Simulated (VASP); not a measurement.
## From VASP inputs to Ansatz: HgSe (strained zincblende)

INCAR

```
LCHARG = .FALSE.
SIGMA = 0.02
EDIFF = 1E-7
LWAVE = .FALSE.
GGA = PE
PREC = Accurate
ISMEAR = -1
NBANDS = 16
NELM = 120
NSW = 0
ISIF = 2
IBRION = -1
LREAL = .FALSE.
ENCUT = 520
LASPH = .TRUE.
```

KPOINTS

```
KPOINTS created by Atomic Simulation Environment
0
Gamma
8 8 8
0 0 0
```

KPOINTS_OPT

```
special points
6
Reciprocal
0.0000000000 0.0000000000 0.0000000000 1
-0.5000000000 -0.5000000000 0.0000000000 1
-0.3750000000 -0.3750000000 0.2500000000 1
-0.3750000000 0.0000000000 0.3750000000 1
0.0000000000 0.0000000000 0.5000000000 1
-0.5000000000 -0.2500000000 0.2500000000 1
```

POSCAR

```
Hg Se
 1.0000000000000000
     0.0000000000000000    3.0617384462000001    3.0617384462000001
     3.0617384462000001    0.0000000000000000    3.0617384462000001
     3.0617384462000001    3.0617384462000001    0.0000000000000000
 Hg  Se
   1   1
Cartesian
  0.0000000000000000  0.0000000000000000  0.0000000000000000
  1.5308692230999998  1.5308692230999998  1.5308692230999998
```

VASP ran with the recommended PBE PAW datasets (18 valence electrons in the cell).

**Question.** Write an Ansatz input for this cell and level of theory.

**Answer.** 

```yaml
crystal:
  lattice:
    - [0.0, 3.0617384462, 3.0617384462]
    - [3.0617384462, 0.0, 3.0617384462]
    - [3.0617384462, 3.0617384462, 0.0]
  atoms:
    - { symbol: Hg, position: [0.0, 0.0, 0.0] }
    - { symbol: Se, position: [0.25, 0.25, 0.25] }
kpoints:
  mp_grid: { grid: [8, 8, 8] }
  band_path:
    path:
      - [0.0, 0.0, 0.0]
      - [-0.5, -0.5, 0.0]
      - [-0.375, -0.375, 0.25]
      - [-0.375, 0.0, 0.375]
      - [0.0, 0.0, 0.5]
      - [-0.5, -0.25, 0.25]
    npoints: 1
hamiltonian:
  xc: pbe
scf:
  occupations: { method: fermi_dirac, width: 0.02 }
  n_extra_bands: 4
output:
  forces: true
  stress: true
  eigenvalues: true
```

Other inputs would serve too.

```
                              VASP   Ansatz
gap between bands v and c  0.00 eV  0.00 eV
         least direct gap  0.00 eV  0.00 eV
                 pressure  3.6 GPa  3.3 GPa
```

Each program uses its own PAW datasets. VASP's cell holds 18 valence electrons and Ansatz's 36. Ansatz's stress includes a Pulay correction; VASP's doesn't.
